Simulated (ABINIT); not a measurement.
# Ga (P-1) in ABINIT: convergence with smearing width

Aim: find how far smearing width must go before the results for Ga settle, at BLYP. This setting moves, with any that are tied to it; all else stays.

Everything below comes from runs of ABINIT 10.8.3 (patched build). Logs are shortened: lines on timing, memory, paths and dates and some standing lists are left out, and cuts for length are marked. The log counts tension as positive stress, the text compression.

### 1 The cell of the first run

The typed cell holds 1 atom: a = 2.681 Å, b = 2.744 Å, c = 2.727 Å, α = 88.89°, β = 87.97°, γ = 91.10°.

The cell was built by a generator and needn't be a form met in nature.

The cell isn't the ideal one: cell strained at random at fixed volume.

### 2 With smearing width 0.272 eV

The input, run.abi:

```
# Pseudopotentials
pp_dirpath "./"
pseudos "Ga.GGA_PBE-JTH.xml"

# Structure
acell 2.681196765 2.7444196465 2.7269859238 Angstrom
rprim
     0.9997904798    -0.0098291928     0.0179550418
    -0.0096027588     0.9999061199     0.0097743798
     0.0176535565     0.0098368678     0.9997957731
ntypat 1
znucl 31
natom 1
typat 1
xred
    -0.0051250000     0.0104450000    -0.0005950000
chkprim 0
chksymtnons 0
tolsym 1.0e-6

# Plane-wave basis
ecut 17.0
pawecutdg 34.0
pawxcdev 0

# k points
kptopt 1
ngkpt 10 10 10
nshiftk 1
shiftk 0.0 0.0 0.0

# Exchange and correlation
ixc -106131

# Bands and occupations
nband 11
occopt 7
tsmear 0.00999582

# SCF cycle
nstep 100
tolvrs 1.0e-9

# Output
iomode 3
prtwf 0
prtden 0
prteig 0
prtebands 0
```

Potentials or basis: JTH PAW PBE v2.0.

Run with:

```sh
$ abinit run.abi > log 2>&1
```

run.abo:

```text
.Version 10.8.3 of ABINIT
 Symmetries : space group P-1 (#  2); Bravais aP (primitive triclinic)
================================================================================
 Values of the parameters that define the memory need of the present run
     intxc =       0    ionmov =       0      iscf =      17    lmnmax =      18
     lnmax =       6     mgfft =      20  mpssoang =       3    mqgrid =    3001
     natom =       1  nloc_mem =       2    nspden =       1   nspinor =       1
    nsppol =       1      nsym =       2    n1xccc =       1    ntypat =       1
    occopt =       7   xclevel =       2
       mpw =         463          nfft =        8000          nkpt =         504
 PAW method is used; the additional fine FFT grid is defined by:
   mgfftf=        30    nfftf =     27000
================================================================================
================================================================================

--------------------------------------------------------------------------------
------------- Echo of variables that govern the present computation ------------
--------------------------------------------------------------------------------
 -outvars: echo values of preprocessed input variables --------
            acell      5.0667275755E+00  5.1862015064E+00  5.1532565452E+00 Bohr
              amu      6.97230000E+01
          chkprim           0
      chksymtnons           0
             ecut      1.70000000E+01 Hartree
                       outvar_i_n : Printing only first  50 k-points.
              ixc     -106131
                       outvar_i_n : Printing only first  50 k-points.
         kptrlatt       10    0    0      0   10    0      0    0   10
          kptrlen      5.06672758E+01
            natom           1
            nband          11
            ngfft          20      20      20
          ngfftdg          30      30      30
             nkpt         504
            nstep         100
             nsym           2
           ntypat           1
                       prtocc : prtvol=0, do not print more k-points.
           occopt           7
        pawecutdg      3.40000000E+01 Hartree
         pawxcdev           0
           prtden           0
        prtebands           0
           prteig           0
            prtwf           0
            rprim      9.9979047980E-01 -9.8291928000E-03  1.7955041800E-02
                      -9.6027588000E-03  9.9990611990E-01  9.7743798000E-03
                       1.7653556500E-02  9.8368678000E-03  9.9979577310E-01
          spgroup           2
           tolsym      1.00000000E-06
           tolvrs      1.00000000E-09
           tsmear      9.99582000E-03 Hartree
            typat      1
           useylm           1
                       outvars : Printing only first  50 k-points.
           xangst     -1.4042165800E-02  2.8781875466E-02 -1.5887607554E-03
            xcart     -2.6535847576E-02  5.4389862020E-02 -3.0023227072E-03
             xred     -5.1250000000E-03  1.0445000000E-02 -5.9500000000E-04
            znucl       31.00000

================================================================================

 chkinp: Checking input parameters for consistency.

[... 100 lines left out ...]
 ------------------------------------------------
 Atom  Sphere_radius  Integrated_density
    1        2.10359         11.04942637

================================================================================

 ----iterations are completed or convergence reached----

 Mean square residual over all n,k,spin=   13.811E-08; max=  23.389E-05
 reduced coordinates (array xred) for    1 atoms
      -0.005125000000      0.010445000000     -0.000595000000
 rms dE/dt=  0.0000E+00; max dE/dt=  0.0000E+00; dE/dt below (all hartree)
    1       0.000000000000      0.000000000000      0.000000000000

 cartesian coordinates (angstrom) at end:
    1     -0.01404216579972     0.02878187546581    -0.00158876075536

 cartesian forces (hartree/bohr) at end:
    1     -0.00000000000000    -0.00000000000000    -0.00000000000000
 frms,max,avg= 0.0000000E+00 0.0000000E+00   0.000E+00  0.000E+00  0.000E+00 h/b

 cartesian forces (eV/Angstrom) at end:
    1     -0.00000000000000    -0.00000000000000    -0.00000000000000
 frms,max,avg= 0.0000000E+00 0.0000000E+00   0.000E+00  0.000E+00  0.000E+00 e/A
 length scales=  5.066727575520  5.186201506446  5.153256545188 bohr
              =  2.681196765000  2.744419646500  2.726985923800 angstroms
 Fermi (or HOMO) energy (hartree) =   0.19581   Average Vxc (hartree)=  -0.32812
 Eigenvalues (hartree) for nkpt= 504  k points:
 kpt#   1, nband= 11, wtk=  0.00100, kpt=  0.0000  0.0000  0.0000 (reduced coord)
  -0.36650   -0.36549   -0.34757   -0.34698   -0.34685   -0.19397    0.50460    0.51479
   0.54028    0.62638    0.64228
      occupation numbers for kpt#   1
   2.00000    2.00000    2.00000    2.00000    2.00000    2.00000    0.00000    0.00000
   0.00000    0.00000    0.00000
 prteigrs : prtvol=0 or 1, do not print more k-points.

--- !EnergyTerms
iteration_state     : {dtset: 1, }
comment             : Components of total free energy in Hartree
kinetic             :  4.91748364385250E+00
hartree             :  2.27353847323562E+01
xc                  : -1.57322857543957E+00
Ewald energy        : -4.67028105477394E+01
psp_core            :  2.26971365300923E+00
local_psp           : -6.05604930655914E+01
PAW spherical_terms : -1.18693528030853E-01
internal            : -7.90326436875833E+01
'-kT*entropy'       : -5.32476696090762E-04
total_energy        : -7.90331761642794E+01
total_energy_eV     : -2.15060228285287E+03
...

--- !EnergyTermsDC
iteration_state     : {dtset: 1, }
comment             : '"Double-counting" decomposition of free energy'
band_energy         : -3.42835051437919E+00
Ewald energy        : -4.67028105477394E+01
psp_core            :  2.26971365300923E+00
xc_dc               : -2.23196090759182E+01
PAW spherical_terms : -8.85158794367809E+00
internal            : -7.90326444287057E+01
'-kT*entropy'       : -5.32476696090762E-04
total_energy_dc     : -7.90331769054018E+01
total_energy_dc_eV  : -2.15060230301983E+03
...

--- !EnergyTermsWithPAWCore
iteration_state     : {dtset: 1, }
comment             : 'Components of total free energy, including PAW core contributions'
Total energy        : -1.94440138183573E+03
Total energy DC     : -1.94440138257685E+03
Total energy (eV)   : -5.29098570183513E+04
Total energy DC (eV): -5.29098570385182E+04
...

 Cartesian components of stress tensor (hartree/bohr^3)
  sigma(1 1)= -2.08203508E-04  sigma(3 2)= -5.70132981E-06
  sigma(2 2)= -1.26413275E-04  sigma(3 1)= -1.44213176E-05
  sigma(3 3)= -1.39078483E-04  sigma(2 1)=  8.75687803E-06

-Cartesian components of stress tensor (GPa)         [Pressure=  4.6455E+00 GPa]
- sigma(1 1)= -6.12555870E+00  sigma(3 2)= -1.67738914E-01
- sigma(2 2)= -3.71920695E+00  sigma(3 1)= -4.24289813E-01
- sigma(3 3)= -4.09183024E+00  sigma(2 1)=  2.57636247E-01

== END DATASET(S) ==============================================================
================================================================================

 -outvars: echo values of variables after computation  --------
            acell      5.0667275755E+00  5.1862015064E+00  5.1532565452E+00 Bohr
           etotal     -7.9033176905E+01
            fcart     -0.0000000000E+00 -0.0000000000E+00 -0.0000000000E+00
            rprim      9.9979047980E-01 -9.8291928000E-03  1.7955041800E-02
                      -9.6027588000E-03  9.9990611990E-01  9.7743798000E-03
                       1.7653556500E-02  9.8368678000E-03  9.9979577310E-01
           strten     -2.0820350849E-04 -1.2641327484E-04 -1.3907848306E-04
                      -5.7013298124E-06 -1.4421317639E-05  8.7568780308E-06
           xangst     -1.4042165800E-02  2.8781875466E-02 -1.5887607554E-03
             xred     -5.1250000000E-03  1.0445000000E-02 -5.9500000000E-04
 Calculation completed.
```

It took 47 s on 1 thread of Arm Neoverse V1, shared host; peak memory 0.17 GiB.

What came out:

- Free energy: -2150.6023 eV
- Pressure: 4.6 GPa
- Band gap on the k mesh: none (metal or under the smearing width)
- Valence electrons inside the program's atomic spheres: Ga 11.05 (radii [1.1132] Å)

### 3 With smearing width 0.2 eV

run.abi: that of step 2 with these lines changed.

```diff
@@ -37,3 +37,3 @@
 occopt 7
-tsmear 0.00999582
+tsmear 0.00734986
```

Potentials or basis: JTH PAW PBE v2.0.

Run with:

```sh
$ abinit run.abi > log 2>&1
```

It took 47 s on 1 thread of Arm Neoverse V1, shared host; peak memory 0.17 GiB.

Results (log left out):

```
Free energy                                           : -2150.5991 eV
Pressure                                              : 4.7 GPa
Band gap on the k mesh                                : none (metal or under the smearing width)
Valence electrons inside the program's atomic spheres : Ga 11.05 (radii [1.1132] Å)
```

### 4 With smearing width 0.136 eV

run.abi: that of step 3 with these lines changed.

```diff
@@ -37,3 +37,3 @@
 occopt 7
-tsmear 0.00734986
+tsmear 0.00499791
```

Run with:

```sh
$ abinit run.abi > log 2>&1
```

Run time: 47 s. Hardware: 1 thread of Arm Neoverse V1, shared host; peak memory 0.17 GiB.

The run converged. Its results:

```yaml
Free_energy: -2150.5972 eV
Pressure: 4.7 GPa
Band_gap_on_the_k_mesh: none (metal or under the smearing width)
Valence_electrons_inside_the_program's_atomic_spheres: Ga 11.05 (radii [1.1132] Å)
```

### 5 With smearing width 0.1 eV

run.abi: that of step 4 with these lines changed.

```diff
@@ -37,3 +37,3 @@
 occopt 7
-tsmear 0.00499791
+tsmear 0.00367493
```

Run with:

```sh
$ abinit run.abi > log 2>&1
```

It took 47 s on 1 thread of Arm Neoverse V1, shared host; peak memory 0.17 GiB.

The run converged. Its results:

```yaml
Free_energy: -2150.5966 eV
Pressure: 4.7 GPa
Band_gap_on_the_k_mesh: none (metal or under the smearing width)
Valence_electrons_inside_the_program's_atomic_spheres: Ga 11.05 (radii [1.1132] Å)
```

### 6 With smearing width 0.05 eV

run.abi: that of step 5 with these lines changed.

```diff
@@ -37,3 +37,3 @@
 occopt 7
-tsmear 0.00367493
+tsmear 0.00183747
```

Potentials or basis: JTH PAW PBE v2.0.

Run with:

```sh
$ abinit run.abi > log 2>&1
```

Wall time 48 s (1 thread of Arm Neoverse V1, shared host); peak memory 0.17 GiB.

The run converged. Its results:

```
Free energy                                           : -2150.5962 eV
Pressure                                              : 4.7 GPa
Band gap on the k mesh                                : none (metal or under the smearing width)
Valence electrons inside the program's atomic spheres : Ga 11.05 (radii [1.1132] Å)
```

### 7 With smearing width 0.025 eV

run.abi: that of step 6 with these lines changed.

```diff
@@ -37,3 +37,3 @@
 occopt 7
-tsmear 0.00183747
+tsmear 0.00091873
```

Run with:

```sh
$ abinit run.abi > log 2>&1
```

Run time: 48 s. Hardware: 1 thread of Arm Neoverse V1, shared host; peak memory 0.17 GiB.

The run converged. Its results:

```yaml
Free_energy: -2150.5961 eV
Pressure: 4.7 GPa
Band_gap_on_the_k_mesh: none (metal or under the smearing width)
Valence_electrons_inside_the_program's_atomic_spheres: Ga 11.05 (radii [1.1132] Å)
```

### 8 With smearing width 0.01 eV

run.abi: that of step 7 with these lines changed.

```diff
@@ -37,3 +37,3 @@
 occopt 7
-tsmear 0.00091873
+tsmear 0.00036749
```

Run with:

```sh
$ abinit run.abi > log 2>&1
```

Wall time 47 s (1 thread of Arm Neoverse V1, shared host); peak memory 0.17 GiB.

It converged, with:

* Free energy: -2150.5960 eV
* Pressure: 4.7 GPa
* Band gap on the k mesh: none (metal or under the smearing width)
* Valence electrons inside the program's atomic spheres: Ga 11.05 (radii [1.1132] Å)

### 9 Result

| smearing width | energy less the tightest run, at zero smearing (meV/atom) | SCF cycles | CPU time (s) | peak memory (GiB) |
| --- | --- | --- | --- | --- |
| 0.272 eV | 0.97 | 10 | 47 | 0.17 |
| 0.2 eV | 0.57 | 10 | 47 | 0.17 |
| 0.136 eV | 0.26 | 10 | 47 | 0.17 |
| 0.1 eV | 0.12 | 10 | 47 | 0.17 |
| 0.05 eV | 0.00 | 10 | 48 | 0.17 |
| 0.025 eV | -0.01 | 10 | 48 | 0.17 |
| 0.01 eV | 0.00 | 10 | 47 | 0.17 |

Against the tightest run, the energy stays within 1 meV/atom from 0.272 eV on. Narrower smearing needs a denser k mesh, so at a fixed mesh the narrowest width isn't the most accurate. The tightest run that finished is the yardstick and may itself not be fully converged.

Caveats: the PAW data sets were made with another functional, which shifts forces and pressure a little.
